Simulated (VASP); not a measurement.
# Al3N: single point with PBEsol

The system is Al3N, a slab with vacuum.

```
CELL_PARAMETERS angstrom
2.83943 0.00000 0.00000
0.00000 2.83943 0.00000
0.00000 0.00000 19.64135
ATOMIC_POSITIONS crystal
Al 0.50000 0.50000 0.20365
Al 0.00000 0.00000 0.30901
Al 0.50000 0.50000 0.41450
N 0.50000 0.66667 0.50249
```

The cell isn't the ideal one: N over (0/6, 1/6) of the surface cell, its height relaxed.

| Item | Value |
| --- | --- |
| Program | VASP 6.6.1 |
| Task | single point |
| Functional | PBEsol |
| Potentials or basis | VASP PAW PBE potentials, release 64 (Al, N) |
| Cutoff | 520 eV |
| k mesh | 9 × 9 × 1 |
| Occupations | gaussian, width 0.1 eV |
| Spin | no spin polarisation |

```yaml
Largest_force: 0.760 eV/Å
Band_gap_on_the_k_mesh: none (metal or under the smearing width)
Work_function_of_the_upper_face: 8.54 eV
Work_function_of_the_lower_face: 4.24 eV
```

Forces in eV/Å, atoms in the order of the input:
```
Al   0.000 -0.003 -0.116
Al   0.000  0.079  0.195
Al   0.000 -0.746 -0.147
N    0.000  0.670  0.067
```

Levels at points of the mesh, in eV from the Fermi level:
```tsv
k point	band 4	band 5	band 6	band 7	band 8	band 9	band 10	band 11
(0.00, 0.00, 0.00)	-4.39	-1.95	0.69	0.93	1.01	3.66	5.24	6.07
```

Run time: 3 min on 1 thread of AMD EPYC 7R43 64-Core Processor (Zen 3), with other jobs on the host, peak memory 0.26 GiB.

Caveat: the PAW data sets were made with another functional, which shifts forces and pressure a little.
